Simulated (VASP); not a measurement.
**GaN: electric field gradients with PBE0+D3**

Crystal: GaN.

```xyz
4
Lattice="3.1370 0.0000 0.0000 -1.5685 2.7167 0.0000 0.0000 0.0000 5.0962" Properties=species:S:1:pos:R:3 pbc="T T T"
Ga    1.5685    0.9056    2.5481
Ga    0.0000    1.8112    0.0000
N     1.5685    0.9056    4.4592
N     0.0000    1.8112    1.9111
```

The cell isn't the ideal one: volume scaled by 0.96.

| Quantity | Value |
| --- | --- |
| Program | VASP 6.6.1 |
| Task | electric field gradients |
| Functional | PBE0 |
| Dispersion | D3 |
| Potentials or basis | VASP PAW PBE potentials, release 54 (Ga_d, N) |
| Cutoff | 520 eV |
| k mesh | 5 × 5 × 3 |
| Occupations | fermi-dirac, width 0.02 eV |
| Spin | no spin polarisation |
| Grid for exact exchange (PRECFOCK) | Fast |
| Exchange at q = 0 | truncated |
| Further INCAR settings | ALGO = Normal; EDIFF = 1e-08 |

The pressure is 6.1 GPa and the largest force is 0.140 eV/Å. The band gap on the k mesh is 4.30 eV, direct and the dispersion energy per atom is -0.199 eV.

Forces in eV/Å, atoms in the order of the input:
```
Ga   0.000  0.000 -0.140
Ga   0.000  0.000 -0.140
N    0.000  0.000  0.140
N    0.000  0.000  0.140
```

Stress tensor (GPa, compression positive):
```
5.28 0.00 0.00
0.00 5.28 0.00
0.00 0.00 7.87
```

Levels at points of the mesh, in eV from the valence-band top:
```
           k point  band 14  band 15  band 16  band 17  band 18  band 19  band 20  band 21  band 22
(0.00, 0.00, 0.00)    -1.22    -1.22    -0.05     0.00     0.00     4.30     6.80    12.08    12.53
```

Electric field gradients, principal values (V/Å²):
```csv
atom,Vxx,Vyy,Vzz
1 Ga,1.100,1.105,-2.204
2 Ga,1.100,1.105,-2.204
3 N,-0.647,-0.648,1.296
4 N,-0.647,-0.648,1.296
```

Wall time 10 min on 1 thread of Intel(R) Xeon(R) 6975P-C (Granite Rapids) (shared host), peak memory 0.16 GiB.

Caveat: the k mesh is coarse (spacing up to 0.46 Å⁻¹), so the values aren't converged, least of all with exact exchange; the PAW data sets were made with another functional, which shifts forces and pressure a little.
